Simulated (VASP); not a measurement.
# TiO2 (Rutile): gap against volume and shear, part 5 of 5

How do the gap and the pressure of TiO2 (Rutile) answer to a change of volume or shape? All runs use PBE. Left out of this account: 1 further run (self-consistent run: a reference on another mesh). The start is a cell from a database of measured crystal structures.

VASP 6.6.1; PBE; plane waves and PAW (Ti_sv, O).

So far, least gap on mesh and path (eV): step 2 (bands, cell as listed) 1.87; step 4 (cell volume +8.0 %) 1.68; step 5 (bands, sheared, principal strains -1.7, +0.7, +1.0 %) 1.90; step 6 (cell volume -4.0 %) 1.97; step 7 (cell volume -8.0 %) 2.08.

### Step 8. Bands, atoms displaced by up to 0.23 Å

The atoms are moved off their sites at random, as a crude picture of disorder.

Input file INCAR:

```
SYSTEM = TiO2
PREC = Accurate
ENCUT = 520
EDIFF = 1E-06
NELM = 100
ISMEAR = -1
SIGMA = 0.05
LREAL = .FALSE.
ALGO = Normal
GGA = PE
NBANDS = 40
LASPH = .TRUE.
LORBIT = 11
LWAVE = .FALSE.
LCHARG = .FALSE.
KPAR = 4
```

Input file POSCAR:

```
TiO2
1.0
    4.5922000000      0.0000000000      0.0000000000
    0.0000000000      4.5922000000      0.0000000000
    0.0000000000      0.0000000000      2.9574000000
Ti O
2 4
Direct
   -0.0003800000      0.0076710000      0.0210810000
    0.5193430000      0.4741380000      0.5030360000
    0.2944130000      0.3059030000      0.0310530000
    0.1688770000      0.8205220000      0.4376770000
    0.7262000000      0.6946690000     -0.0371590000
    0.7623420000      0.1704580000      0.5068330000
```

Input file KPOINTS:

```
Automatic mesh
0
Gamma
5 5 8
0 0 0
```

Input file KPOINTS_OPT:

```
Line mode
16
Line-mode
Reciprocal
  0.00000000   0.00000000   0.00000000 GAMMA
  0.00000000   0.50000000   0.00000000 X

  0.00000000   0.50000000   0.00000000 X
  0.50000000   0.50000000   0.00000000 M

  0.50000000   0.50000000   0.00000000 M
  0.00000000   0.00000000   0.00000000 GAMMA

  0.00000000   0.00000000   0.00000000 GAMMA
  0.00000000   0.00000000   0.50000000 Z

  0.00000000   0.00000000   0.50000000 Z
  0.00000000   0.50000000   0.50000000 R

  0.00000000   0.50000000   0.50000000 R
  0.50000000   0.50000000   0.50000000 A

  0.50000000   0.50000000   0.50000000 A
  0.00000000   0.00000000   0.50000000 Z

  0.00000000   0.50000000   0.00000000 X
  0.00000000   0.50000000   0.50000000 R

  0.50000000   0.50000000   0.00000000 M
  0.50000000   0.50000000   0.50000000 A
```

Potentials, in the order of the species: Ti_sv and O (PBE family, release 64).

Launch:

```sh
mpirun -np 4 vasp_std
```

The log of the run:

```text
[... set-up lines as in an earlier step ...]
 entering main loop
       N       E                     dE             d eps       ncg     rms          rms(c)
DAV:   1     0.629628318580E+03    0.62963E+03   -0.22749E+04  8080   0.143E+03
DAV:   2     0.149535776319E+02   -0.61467E+03   -0.55488E+03  8368   0.445E+02
DAV:   3    -0.651054203803E+02   -0.80059E+02   -0.78362E+02 10688   0.159E+02
DAV:   4    -0.696032941243E+02   -0.44979E+01   -0.44739E+01 11608   0.335E+01
DAV:   5    -0.697220937436E+02   -0.11880E+00   -0.11879E+00  9848   0.458E+00    0.340E+01
DAV:   6    -0.535672120852E+02    0.16155E+02   -0.38139E+01 10560   0.760E+01    0.123E+01
DAV:   7    -0.530993028279E+02    0.46791E+00   -0.80407E+00  9264   0.298E+01    0.110E+01
DAV:   8    -0.528062874535E+02    0.29302E+00   -0.50850E-01  9824   0.785E+00    0.617E+00
DAV:   9    -0.528800454180E+02   -0.73758E-01   -0.42104E-01 13120   0.803E+00    0.293E+00
DAV:  10    -0.528134859098E+02    0.66560E-01   -0.95658E-02  9632   0.332E+00    0.156E+00
DAV:  11    -0.527920606379E+02    0.21425E-01   -0.26564E-02 11608   0.225E+00    0.668E-01
DAV:  12    -0.527896721075E+02    0.23885E-02   -0.87737E-03 11392   0.769E-01    0.195E-01
DAV:  13    -0.527895342796E+02    0.13783E-03   -0.84208E-04  9200   0.307E-01    0.940E-02
DAV:  14    -0.527895161668E+02    0.18113E-04   -0.12785E-04 10968   0.616E-02    0.378E-02
DAV:  15    -0.527895147605E+02    0.14063E-05   -0.38409E-05  9704   0.350E-02    0.208E-02
DAV:  16    -0.527895084686E+02    0.62918E-05   -0.12397E-05 12568   0.384E-02    0.467E-03
DAV:  17    -0.527895084140E+02    0.54622E-07   -0.12878E-06  6672   0.757E-03
   1 F= -.52789508E+02 E0= -.52789508E+02  d E =-.425683E-09
 Start KPOINTS_OPT (optional k-point list driver)
k-point batch [1-101\144]
       N       E                     dE             ncg
DAV:   1     0.527945725333E+04   -0.11476E+06     8080
DAV:   2    -0.522786741464E+05   -0.57558E+05     8328
DAV:   3    -0.595291278081E+05   -0.72505E+04    10832
DAV:   4    -0.600145002048E+05   -0.48537E+03    11528
DAV:   5    -0.600276366000E+05   -0.13136E+02     9736
DAV:   6    -0.600278413066E+05   -0.20471E+00    10592
DAV:   7    -0.600278467262E+05   -0.54196E-02     9696
DAV:   8    -0.600278469403E+05   -0.21410E-03     8416
DAV:   9    -0.600278469512E+05   -0.10903E-04     6008
DAV:  10    -0.600278469520E+05   -0.73580E-06     5832
k-point batch [102-144\144]
       N       E                     dE             ncg
DAV:   1     0.893819997471E+05   -0.66837E+05     3440
DAV:   2     0.648290690728E+05   -0.24553E+05     3552
DAV:   3     0.617485018196E+05   -0.30806E+04     4616
DAV:   4     0.615419569501E+05   -0.20654E+03     4936
DAV:   5     0.615364530715E+05   -0.55039E+01     4104
DAV:   6     0.615363715292E+05   -0.81542E-01     4440
DAV:   7     0.615363698003E+05   -0.17289E-02     4184
DAV:   8     0.615363697287E+05   -0.71541E-04     3592
DAV:   9     0.615363697251E+05   -0.35642E-05     2568
DAV:  10     0.615363697249E+05   -0.23354E-06     2472
```

Wall time 2.1 min (4 MPI ranks of AMD EPYC 7R43, shared host); peak memory 1.6 GiB; 8.4 min of CPU time.

OUTCAR, selected parts (step 8):

```text
   NELECT =      48.0000    total number of electrons

 E-fermi :   5.7451

 k-point     1 :       0.0000    0.0000    0.0000
  band No.  band energies     occupation
    ...
     20       2.7448      2.00000
     21       3.8831      2.00000
     22       4.0676      2.00000
     23       4.1792      2.00000
     24       4.8318      2.00000
     25       6.7481      0.00000
     26       7.4620      0.00000
     27       7.5508      0.00000
     28       7.8159      0.00000
     29       8.0840      0.00000
    ...

  Total        5.4688629      6.3193004      5.4344761     -2.2520588     -1.4875808      3.2539403
  in kB      140.4934122    162.3408918    139.6100269    -57.8547000    -38.2154955     83.5927291
  external PRESSURE =     147.4814436 kB  Pullay stress =       0.0000000 kB

 POSITION                                       TOTAL-FORCE (eV/Angst)
 -----------------------------------------------------------------------------------
      4.59045      0.03523      0.06234        -0.565859      0.073631     -1.445482
      2.38493      2.17734      1.48768        -0.425576      1.609375      0.349103
      1.35200      1.40477      0.09184         0.353516      1.101967     -1.369724
      0.77552      3.76800      1.29439         2.439487     -1.679500      2.790649
      3.33486      3.19006      2.84751        -2.097506     -1.700347      0.347240
      3.50083      0.78278      1.49891         0.295938      0.594875     -0.671785
 -----------------------------------------------------------------------------------
    total drift:                               -0.000658     -0.000673      0.000437

  FREE ENERGIE OF THE ION-ELECTRON SYSTEM (eV)
  ---------------------------------------------------
  free  energy   TOTEN  =       -52.7895084140 eV

  energy  without entropy=      -52.7895084136  energy(sigma->0) =      -52.78950841

[... 5 parts as in an earlier step ...]

[... 12 further parts left out ...]
```

Numbers from this step:

| Item | Value |
| --- | --- |
| irreducible k-points | 101 |
| symmetry operations | 1 |
| free energy (TOTEN) | -52.7895 eV |
| Fermi energy | 5.745 eV |
| pressure | 14.75 GPa |
| least gap on mesh and path | 1.857 eV |
| least direct gap on mesh and path | 1.916 eV |
| conduction bottom at k | 0.5, 0.5, 0 |

Electronic bands along the path, in eV, zero at the valence-band top; v1 is the highest filled band, c1 the lowest empty one:

```csv
point,v4,v3,v2,v1,c1,c2,c3,c4
Γ,-0.95,-0.76,-0.65,0.00,1.92,2.63,2.72,2.98
0.53 of the way,-1.56,-1.11,-0.96,-0.27,2.16,2.74,2.93,3.23
X,-1.92,-1.41,-1.13,-0.50,2.33,2.78,3.37,3.45
0.47 of the way,-1.79,-1.41,-1.25,-0.78,2.15,2.70,3.18,3.35
M,-1.77,-1.24,-1.09,-1.00,1.86,2.73,2.80,3.03
0.53 of the way,-1.73,-1.30,-0.99,-0.39,2.32,2.73,2.89,3.36
Γ,-0.95,-0.76,-0.65,0.00,1.92,2.63,2.72,2.98
0.53 of the way,-1.74,-1.55,-1.28,-0.56,2.49,2.63,3.04,3.55
Z,-2.37,-2.19,-1.34,-1.12,2.91,3.32,3.36,3.61
0.47 of the way,-2.03,-1.79,-1.42,-1.23,2.59,2.80,3.35,3.62
R,-1.87,-1.69,-1.32,-0.86,2.10,2.30,3.35,3.64
0.47 of the way,-1.82,-1.51,-0.95,-0.72,2.34,2.48,3.36,3.63
A,-1.69,-1.40,-0.60,-0.52,2.69,3.01,3.31,3.39
0.53 of the way,-2.10,-1.63,-1.25,-1.07,2.42,2.87,3.34,3.62
Z,-2.37,-2.19,-1.34,-1.12,2.91,3.32,3.36,3.61
jump to X,-1.92,-1.41,-1.13,-0.50,2.33,2.78,3.37,3.45
0.47 of the way,-2.06,-1.63,-1.01,-0.67,2.61,2.78,3.13,3.61
R,-1.87,-1.69,-1.32,-0.86,2.10,2.30,3.35,3.64
jump to M,-1.77,-1.24,-1.09,-1.00,1.86,2.73,2.80,3.03
0.53 of the way,-1.92,-1.63,-1.18,-0.89,2.61,2.86,3.15,3.41
A,-1.69,-1.40,-0.60,-0.52,2.69,3.01,3.31,3.39
```

Of the projections kept (Ti, O), the largest for each band there; the rest of the weight can lie on other orbitals:

```csv
point,v4,v3,v2,v1,c1,c2,c3,c4
Γ,O 0.87,O 0.88,O 0.91,O 0.95,Ti 0.92,Ti 0.99,Ti 0.93,Ti 0.86
X,O 0.80,O 0.83,O 0.97,O 0.95,Ti 0.88,Ti 0.94,Ti 0.88,Ti 0.84
M,O 0.80,O 0.88,O 0.88,O 0.92,Ti 0.94,Ti 0.92,Ti 0.92,Ti 0.96
Γ,O 0.87,O 0.88,O 0.91,O 0.95,Ti 0.92,Ti 0.99,Ti 0.93,Ti 0.86
Z,O 0.78,O 0.81,O 0.89,O 0.89,Ti 0.86,Ti 0.87,Ti 0.85,Ti 0.94
R,O 0.78,O 0.84,O 0.90,O 0.97,Ti 0.96,Ti 0.95,Ti 0.96,Ti 0.96
```

Force by atom:

```csv
atom,x (eV/Å),y (eV/Å),z (eV/Å),size
Ti1,-0.57,0.07,-1.45,1.55
Ti2,-0.43,1.61,0.35,1.70
O3,0.35,1.10,-1.37,1.79
O4,2.44,-1.68,2.79,4.07
O5,-2.10,-1.70,0.35,2.72
O6,0.30,0.59,-0.67,0.94
```

The gap is 1.86 eV, indirect, from Γ to M. That is -0.01 eV from the cell as listed. The pressure is 14.75 GPa, and the symmetry operations fall from 16 to 1.

### Step 9. Side by side

| cell | mesh | pressure (GPa) | gap (eV) | direct gap (eV) |
| --- | --- | --- | --- | --- |
| cell as listed | 5×5×8 | 6.08 | 1.871 | 1.871 |
| volume times 1.04 | 5×5×8 | -3.07 | 1.775 | 1.775 |
| volume times 1.08 | 5×5×8 | -10.42 | 1.683 | 1.684 |
| sheared, principal strains -1.7, +0.7, +1.0 % | 5×5×8 | 6.92 | 1.904 | 1.904 |
| volume times 0.96 | 5×5×8 | 17.31 | 1.971 | 1.971 |
| volume times 0.92 | 5×5×8 | 31.07 | 2.077 | 2.077 |
| atoms displaced by up to 0.23 Å | 5×5×8 | 14.75 | 1.857 | 1.916 |

### Step 10. Outcome

```
gap, cell as listed                                         : 1.871 eV
gap, volume times 1.04                                      : 1.775 eV
gap, volume times 1.08                                      : 1.683 eV
gap, sheared, principal strains -1.7, +0.7, +1.0 %          : 1.904 eV
gap, volume times 0.96                                      : 1.971 eV
gap, volume times 0.92                                      : 2.077 eV
gap, atoms displaced by up to 0.23 Å                        : 1.857 eV
bulk modulus at the listed volume, shape and positions held : 255 GPa
volume deformation potential of the gap                     : -2.45 eV
```

**Reading.** At the listed volume the gap of TiO2 (Rutile) changes by -2.45 eV per unit of ln V, its volume deformation potential under even scaling. A real pressure also changes the shape of this cell, so no pressure coefficient follows. The slope of pressure against ln V at the listed volume gives a bulk modulus of 255 GPa at fixed shape and positions, an upper bound since the atoms bear forces. With sheared, principal strains -1.7, +0.7, +1.0 %, the least gap on mesh and path moves by +0.03 eV. With atoms displaced by up to 0.23 Å, the least gap on mesh and path moves by -0.01 eV. The atoms were not relaxed in the changed cells. Semilocal functionals usually underestimate gaps.

[Lines on the potential files, build, host, timing and source positions are cut from VASP's logs without a mark.]

[Logs are printed without paths, hosts, clocks, repeated set-up lines and the standing remarks that a program may print on its own settings, such as how far it seeks lower states.]

[Hosts, paths, dates, database ids (printed as entryN), source tags and the programs' standing remarks are cut or masked in the printed files.]

[A measured line is paired with the nearest computed mode of its activity, which favours agreement.]
